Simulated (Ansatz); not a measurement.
# PbI2: band gap under strain

How does strain move the band edges of PbI2, CdI2 type, and do the functionals agree on it? States: +4.0 % strain along z alone; +3.0 % equal strain in all directions; +1.0 % equal strain in all directions.

The runs shown are made with Ansatz 0.2.0. PAW datasets, plane waves. Computed at 0 K without zero-point motion; spin polarisation is off.

## Step 1: Starting point

The unstrained cell was relaxed with r2SCAN+rVV10; in each strained cell the atoms were relaxed again with r2SCAN+rVV10. Names of k-points are those of the unstrained zone, where strain can split equivalent points. First state: +4.0 % strain along z alone.

It is trigonal, P-3m1 (No. 164); a = 4.564 Å, c = 7.329 Å in the conventional setting, 44.07 Å³ an atom. Pb has 6 I at 3.25 Å; I has 3 Pb at 3.25 Å.

Coordinates:

```
CELL_PARAMETERS angstrom
4.56408 0.00000 0.00000
-2.28204 3.95261 0.00000
0.00000 0.00000 7.32941
ATOMIC_POSITIONS crystal
Pb 0.00000 0.00000 0.00000
I 0.33333 0.66667 0.25863
I 0.66667 0.33333 0.74137
```

From earlier runs on the unstrained cell: PBE 2.23 eV, r2SCAN 2.63 eV, HSE06 2.93 eV; a = 4.564 Å, c = 7.048 Å.

## Step 2: +4.0 % strain along z alone: PBE

The input, input.yaml:

```yaml
crystal:
  lattice:
    - [4.5640817504, 0.0, 0.0]
    - [-2.2820408752, 3.9526107408, 0.0]
    - [0.0, 0.0, 7.329412498]
  atoms:
    - { symbol: Pb, position: [0.0, 0.0, 0.0] }
    - { symbol: I, position: [0.3333333333, 0.6666666667, 0.2586307178] }
    - { symbol: I, position: [0.6666666667, 0.3333333333, 0.7413692822] }
kpoints:
  mp_grid: { grid: [6, 6, 4] }
  band_path:
    path:
      - [0.0, 0.0, 0.0]
      - [0.5, 0.0, 0.0]
      - [0.3333333333, 0.3333333333, 0.0]
      - [0.0, 0.0, 0.5]
      - [0.5, 0.0, 0.5]
      - [0.3333333333, 0.3333333333, 0.5]
    npoints: 1
hamiltonian:
  xc: pbe
scf:
  occupations: { method: fermi_dirac, width: 0.02 }
  n_extra_bands: 4
output:
  forces: true
  stress: true
  eigenvalues: true
```

On the command line:

```sh
> ansatz run input.yaml --threads 4 --pin off --max-ram 4608MiB --backend cpu --events-out ev --progress --plain --runs-dir out
```

The runs that follow: +4.0 % strain along z alone: r2SCAN; +4.0 % strain along z alone: HSE06; +3.0 % equal strain in all directions: PBE; +3.0 % equal strain in all directions: r2SCAN; +3.0 % equal strain in all directions: HSE06; +1.0 % equal strain in all directions: PBE; +1.0 % equal strain in all directions: r2SCAN; +1.0 % equal strain in all directions: HSE06.

What does the calculation give?

**Answer**, as computed:

Least gap in eV (negative: overlap), with the change from the unstrained cell in brackets:

| state | volume change (%) | PBE | r2SCAN | HSE06 |
| --- | --- | --- | --- | --- |
| +4.0 % strain along z alone | +4.0 | 2.36 (+0.13) | 2.76 (+0.13) | 3.07 (+0.14) |
| +3.0 % equal strain in all directions | +9.3 | 2.28 (+0.05) | 2.67 (+0.04) | 3.01 (+0.08) |
| +1.0 % equal strain in all directions | +3.0 | 2.28 (+0.05) | 2.67 (+0.04) | 2.99 (+0.06) |

In words: With HSE06, of the states in the table +4.0 % strain along z alone shifts the gap most, by +0.138 eV. PBE and HSE06 differ by 0.70 eV on the unstrained gap, and by at most 0.02 eV on its change: the two disagree on the size of the gap but agree on its response to strain. Spin-orbit coupling is left out of the table, though the cell holds Pb (Z = 82); in an element this heavy it can shift bands and gaps by tenths of an eV.
